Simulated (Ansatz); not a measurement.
HgTe, DFT, PBEsol, all-electron PAW with datasets made for the crystal, scalar-relativistic (Ansatz 0.2.0), run on 1 thread of Arm Neoverse V1 on a shared host.

The geometry is COD entry 1538296, unchecked; take it as a test cell. The listed cell was then made from it by scaling, straining or moving an atom.

Command: `ansatz run input.yaml --threads 1 --pin off --max-ram 3072MiB --backend cpu --events-out ev --progress --plain --runs-dir out`

```yaml
crystal:
  lattice:
    - [0.0, 2.8820154301, 2.8820154301]
    - [2.8820154301, 0.0, 2.8820154301]
    - [2.8820154301, 2.8820154301, 0.0]
  atoms:
    - { symbol: Hg, position: [0.0, 0.0, 0.0] }
    - { symbol: Te, position: [0.5, 0.5, 0.5] }
kpoints:
  mp_grid: { grid: [12, 12, 12] }
scf:
  occupations: { method: fermi_dirac, width: 0.08 }
hamiltonian:
  xc: pbesol
  pseudopotentials: { kind: all_electron, datasets: crystal }
output:
  forces: true
  stress: true
  eigenvalues: true
  efg: { contact_densities: true }
```

Q: How large is the problem that the program sets up?

A: 72 irreducible k-points, 459 plane waves at Γ, 13 bands.

Q: Estimate the wall time and the peak memory.

A: 11 s of wall time for 9 SCF iterations, with a peak of 0.5 GiB. Times on shared machines scatter by tens of per cent.

Q: And the same cell and mesh by PAW with the default files, asked for forces, stress, eigenvalues, efg, write_density, write_potential, elf, on the same hardware?

A: 8.3 s, peak memory 0.43 GiB.
